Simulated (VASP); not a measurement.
Write the native input for VASP 6.6.1 that does the following.

| Property | Result |
| --- | --- |
| Task | single point |
| Functional | PBE |
| Dispersion | D3(BJ) |
| Potentials or basis | VASP PAW PBE potentials, release 64 (Sn_d, Se) |
| Cutoff | 520 eV |
| k mesh | 6 × 6 × 4 |
| Occupations | gaussian, width 0.1 eV |
| Spin | no spin polarisation |
| Dipole correction | no |
| Further INCAR settings | ALGO = Normal; EDIFF = 1e-07; NBANDS = 20 |

The structure of SnSe2 lies in POSCAR:

```
SnSe2
1.0
    3.8109987816      0.0000000000      0.0000000000
   -1.9054993908      3.3004217586      0.0000000000
    0.0000000000      0.0000000000      6.1370000000
Sn Se
1 2
Direct
    0.0000000000      0.0000000000      0.0000000000
    0.3333333333      0.6666666667      0.2500000000
    0.6666666667      0.3333333333      0.7500000000
```

The input as run:

INCAR

```
PREC = Accurate
ENCUT = 520
EDIFF = 1E-7
ISMEAR = 0
SIGMA = 0.1
LREAL = F
LASPH = T
NELM = 80
ALGO = Normal
ISIF = 2
LWAVE = F
LCHARG = F
GGA = PE
IVDW = 12
NBANDS = 20
```

KPOINTS

```
Automatic mesh
0
Gamma
  6 6 4
```

Potentials or basis: VASP PAW PBE potentials, release 64 (Sn_d, Se).

Run with:

```bash
$ cat potpaw_PBE.64/Sn_d/POTCAR potpaw_PBE.64/Se/POTCAR > POTCAR
$ mpirun -np 1 vasp_std > vasp.out
```

Results of the run:

- Pressure: 3.1 GPa
- Largest force: 0.739 eV/Å
- Band gap on the k mesh: 0.82 eV, indirect (least direct gap 1.09 eV)
- Dispersion energy per atom: -0.361 eV

Caveat: spin-orbit coupling is left out, which moves the levels of the heavy elements; the cell's inner coordinates are idealised or old, which leaves forces on the atoms.

Wall time 21 s on 1 thread of AMD EPYC 9R14 (Zen 4), on a shared host, peak memory 0.18 GiB.
